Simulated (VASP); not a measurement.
# CsPbCl3 (Pm-3m) in VASP: a series of runs, part 2 of 2

VASP 6.6.1. Earlier steps stand in the parts before.

**4. Single point, PBE**

This run uses another cell than the first one, of 33.10 Å³/atom, 0.940 times its volume.

The input, INCAR:

```
ALGO = Normal ; EDIFF = 1E-6
ENCUT = 520 ; GGA = PE
ISIF = 2 ; ISMEAR = -1
LASPH = T ; LCHARG = F
LREAL = F ; LWAVE = F
NBANDS = 30 ; NELM = 100
PREC = Accurate ; SIGMA = 0.05
```

The input, KPOINTS:

```
k-points
0
Gamma
  5 5 5
```

The input, POSCAR:

```
CsPbCl3
1.0
    5.4905801394      0.0000000000      0.0000000000
    0.0000000000      5.4905801394      0.0000000000
    0.0000000000      0.0000000000      5.4905801394
Pb Cs Cl
1 1 3
Direct
    0.5000000000      0.5000000000      0.5000000000
    0.0000000000      0.0000000000      0.0000000000
    0.5000000000      0.0000000000      0.5000000000
    0.0000000000      0.5000000000      0.5000000000
    0.5000000000      0.5000000000      0.0000000000
```

Potentials or basis: VASP PAW PBE potentials, release 64 (Pb_d, Cs_sv, Cl).

Launch:

```
$ cat potpaw_PBE.64/Pb_d/POTCAR potpaw_PBE.64/Cs_sv/POTCAR potpaw_PBE.64/Cl/POTCAR > POTCAR
$ mpirun -np 1 vasp_std > vasp.out
```

OUTCAR:

```text
EDIFF = 1E-6
   ENCUT = 520
   GGA = PE
   ISIF = 2
   ISMEAR = -1
   LASPH = T
   LREAL = F
   NELM = 100
   PREC = Accurate

 ion  position               nearest neighbor table
   1  0.500  0.500  0.500-   3 2.75   4 2.75   5 2.75   5 2.75   3 2.75   4 2.75
   2  0.000  0.000  0.000-
   3  0.500  0.000  0.500-   1 2.75   1 2.75
   4  0.000  0.500  0.500-   1 2.75   1 2.75
   5  0.500  0.500  0.000-   1 2.75   1 2.75

  LATTYP: Found a simple cubic cell.
 ALAT       =     5.4905801394

  Lattice vectors:

 A1 = (   5.4905801394,   0.0000000000,   0.0000000000)
 A2 = (   0.0000000000,   5.4905801394,   0.0000000000)
 A3 = (   0.0000000000,   0.0000000000,   5.4905801394)

Analysis of symmetry for initial positions (statically):
=====================================================================
 Subroutine PRICEL returns:
 Original cell was already a primitive cell.

 Routine SETGRP: Setting up the symmetry group for a
 simple cubic supercell.

 Subroutine GETGRP returns: Found 48 space group operations
 (whereof 48 operations were pure point group operations)
 out of a pool of 48 trial point group operations.

The static configuration has the point symmetry O_h .

Analysis of symmetry for dynamics (positions and initial velocities):
=====================================================================
 Subroutine PRICEL returns:
 Original cell was already a primitive cell.

 Routine SETGRP: Setting up the symmetry group for a
 simple cubic supercell.

 Subroutine GETGRP returns: Found 48 space group operations
 (whereof 48 operations were pure point group operations)
 out of a pool of 48 trial point group operations.

The dynamic configuration has the point symmetry O_h .

 Subroutine INISYM returns: Found 48 space group operations
 (whereof 48 operations are pure point group operations),
 and found     1 'primitive' translations

----------------------------------------------------------------------------------------

                                     Primitive cell

  volume of cell :     165.5216

  direct lattice vectors                    reciprocal lattice vectors
     5.490580139  0.000000000  0.000000000     0.182130116  0.000000000  0.000000000
     0.000000000  5.490580139  0.000000000     0.000000000  0.182130116  0.000000000
     0.000000000  0.000000000  5.490580139     0.000000000  0.000000000  0.182130116

  length of vectors
     5.490580139  5.490580139  5.490580139     0.182130116  0.182130116  0.182130116

  position of ions in fractional coordinates (direct lattice)
     0.500000000  0.500000000  0.500000000
     0.000000000  0.000000000  0.000000000
     0.500000000  0.000000000  0.500000000
     0.000000000  0.500000000  0.500000000
     0.500000000  0.500000000  0.000000000

  ion indices of the primitive-cell ions
   primitive index   ion index
                 1           1
                 2           2
                 3           3
                 4           4
                 5           5

----------------------------------------------------------------------------------------

 KPOINTS: k-points
[... 22 lines left out ...]

 Following reciprocal coordinates:
            Coordinates               Weight
  0.000000  0.000000  0.000000      1.000000
  0.200000  0.000000  0.000000      6.000000
  0.400000  0.000000  0.000000      6.000000
  0.200000  0.200000  0.000000     12.000000
  0.400000  0.200000  0.000000     24.000000
  0.400000  0.400000  0.000000     12.000000
  0.200000  0.200000  0.200000      8.000000
  0.400000  0.200000  0.200000     24.000000
  0.400000  0.400000  0.200000     24.000000
  0.400000  0.400000  0.400000      8.000000
   k-points           NKPTS =     10   k-points in BZ     NKDIM =     10   number of bands    NBANDS=     30
   number of dos      NEDOS =    301   number of ions     NIONS =      5
   total plane-waves  NPLWV =  74088
   dimension x,y,z NGX =    42 NGY =   42 NGZ =   42
   dimension x,y,z NGXF=    84 NGYF=   84 NGZF=   84
   ions per type =               1   1   3
   NGX,Y,Z   is equivalent  to a cutoff of  12.72, 12.72, 12.72 a.u.
   NGXF,Y,Z  is equivalent  to a cutoff of  25.43, 25.43, 25.43 a.u.
 SYSTEM =  unknown system
   PREC   = accura    normal or accurate (medium, high low for compatibility)
   ISTART =      0    job   : 0-new  1-cont  2-samecut
   ICHARG =      2    charge: 1-file 2-atom 10-const
   ISPIN  =      1    spin polarized calculation?
   LNONCOLLINEAR =      F non collinear calculations
   LSORBIT =      F    spin-orbit coupling
   LASPH  =      T    aspherical Exc in radial PAW
   ENCUT  =  520.0 eV  38.22 Ry    6.18 a.u.  10.21 10.21 10.21*2*pi/ulx,y,z
   NELM   =    100;   NELMIN=  2; NELMDL= -5     # of ELM steps
   EDIFF  = 0.1E-05   stopping-criterion for ELM
   LREAL  =      F    real-space projection
   EDIFFG = 0.1E-04   stopping-criterion for IOM
   NSW    =      0    number of steps for IOM
   IBRION =     -1    ionic relax: 0-MD 1-quasi-New 2-CG
   NFREE  =      0    steps in history (QN), initial steepest desc. (CG)
   ISIF   =      2    stress and relaxation
   ISYM   =      2    0-nonsym 1-usesym 2-fastsym
   POTIM  = 0.5000    time-step for ionic-motion
   TEBEG  =    0.0;   TEEND  =   0.0 temperature during run
   PSTRESS=    0.0 pullay stress
   NELECT =      44.0000    total number of electrons
   NUPDOWN=      -1.0000    fix difference up-down
   EMIN   =  10.00;   EMAX   =-10.00  energy-range for DOS
   EFERMI =   0.00;   METHOD = LEGACY
   ISMEAR =    -1;   SIGMA  =   0.05  broadening in eV -4-tet -1-fermi 0-gaus
   EFERMI_NEDOS =   21; number of points for ismear=-14 and -15
   IALGO  =     38    algorithm
   IMIX   =      4    mixing-type and parameters
     AMIX     =   0.40;   BMIX     =  1.00
     AMIX_MAG =   1.60;   BMIX_MAG =  1.00
  volume/ion in A,a.u.               =      33.10       223.40
  Fermi-wavevector in a.u.,A,eV,Ry     =   1.052626  1.989175 15.075552  1.108022
  Thomas-Fermi vector in A             =   2.187716
   LORBIT       =      0    0 simple, 1 ext, 2 COOP (PROOUT), +10 PAW based schemes
   GGA     = PE    functional components
   LHFCALC =     F    Hartree Fock is set to
   AEXX    =    0.0000 exact exchange contribution
   IVDW    =     0    specifies the selected vdW correction
   LEPSILON=     F    determine dielectric tensor
   LRPA    =     F    only Hartree local field effects (RPA)
 non-spin polarized calculation
  energy-cutoff  :      520.00
  volume of cell :      165.52
 maximum number of plane-waves:      4476
 NGX is ok and might be reduce to    42
   NGX = 21   NGY = 21   NGZ = 21

 number of electron      43.9999980 magnetization

 Free energy of the ion-electron system (eV)
  ---------------------------------------------------
  ext. energy  EPLUGINS =         0.00000000
  ---------------------------------------------------
  free energy    TOTEN  =       -17.32799712 eV

  energy without entropy =      -17.32799712  energy(sigma->0) =      -17.32799712

 E-fermi :   3.0729     XC(G=0):  -8.0910

 val. band max:        1.9352468669   @ k =   0.4000   0.4000   0.4000
 cond. band min:       4.7439089016   @ k =   0.4000   0.4000   0.4000
 fundamental gap:      2.8086620347
 Fermi energy:         3.0728856080

 k-point     1 :       0.0000    0.0000    0.0000
  band No.  band energies     occupation
      1     -19.0910      2.00000
      2     -14.5397      2.00000
      3     -14.5397      2.00000
      4     -14.1820      2.00000
      5     -14.1820      2.00000
      6     -14.1820      2.00000
[... 319 lines left out ...]
     29       8.0179      0.00000
     30       8.9045      0.00000

------------------------ aborting loop because EDIFF is reached ----------------------------------------

  FORCE on cell =-STRESS in cart. coord.  units (eV):
  Direction    XX          YY          ZZ          XY          YZ          ZX
  --------------------------------------------------------------------------------------
  -------------------------------------------------------------------------------------
  Total        3.8911677      3.8911677      3.8911677     -0.0000000     -0.0000000      0.0000000
  in kB       37.6648139     37.6648139     37.6648139     -0.0000000     -0.0000000      0.0000000
  external PRESSURE =      37.6648139 kB  Pullay stress =       0.0000000 kB

 VOLUME and BASIS-vectors are now :
 -----------------------------------------------------------------------------
  energy-cutoff  :      520.00
  volume of cell :      165.52
      direct lattice vectors                 reciprocal lattice vectors
     5.490580139  0.000000000  0.000000000     0.182130116  0.000000000  0.000000000
     0.000000000  5.490580139  0.000000000     0.000000000  0.182130116  0.000000000
     0.000000000  0.000000000  5.490580139     0.000000000  0.000000000  0.182130116

 POSITION                                       TOTAL-FORCE (eV/Angst)
 -----------------------------------------------------------------------------------
      2.74529      2.74529      2.74529         0.000000      0.000000      0.000000
      0.00000      0.00000      0.00000         0.000000      0.000000      0.000000
      2.74529      0.00000      2.74529         0.000000      0.000000      0.000000
      0.00000      2.74529      2.74529         0.000000      0.000000      0.000000
      2.74529      2.74529      0.00000         0.000000      0.000000      0.000000
 -----------------------------------------------------------------------------------
    total drift:                                0.000000     -0.000000     -0.000000

  FREE ENERGIE OF THE ION-ELECTRON SYSTEM (eV)
  ---------------------------------------------------
  free  energy   TOTEN  =       -17.3279971168 eV

  energy  without entropy=      -17.3279971168  energy(sigma->0) =      -17.32799712
```

stdout:

```text
POSCAR found type information on POSCAR PbCsCl
 POSCAR found :  3 types and       5 ions
 scaLAPACK will be used
 LDA part: xc-table for (Slater+PW92), standard interpolation
 POSCAR, INCAR and KPOINTS ok, starting setup
 FFT: planning ... GRIDC
 FFT: planning ... GRID_SOFT
 FFT: planning ... GRID
 WAVECAR not read
 entering main loop
```

Run time: 32 s. Hardware: 1 thread of Intel Xeon 6975P-C (Granite Rapids), shared host; peak memory 0.27 GiB.

What came out:

- Free energy: -17.3280 eV
- Pressure: 3.8 GPa
- Band gap on the k mesh: 2.81 eV, direct

Levels at points of the mesh, in eV from the valence-band top:
```tsv
k point	band 18	band 19	band 20	band 21	band 22	band 23	band 24	band 25	band 26	band 27
(0.00, 0.00, 0.00)	-2.47	-2.47	-2.33	-2.33	-2.33	3.71	4.50	4.50	5.45	5.45
```

Caveat: spin-orbit coupling is left out, which as a rule narrows the gap of such compounds by several tenths of an eV; an odd mesh through Γ misses points on the zone boundary, where band edges often lie.
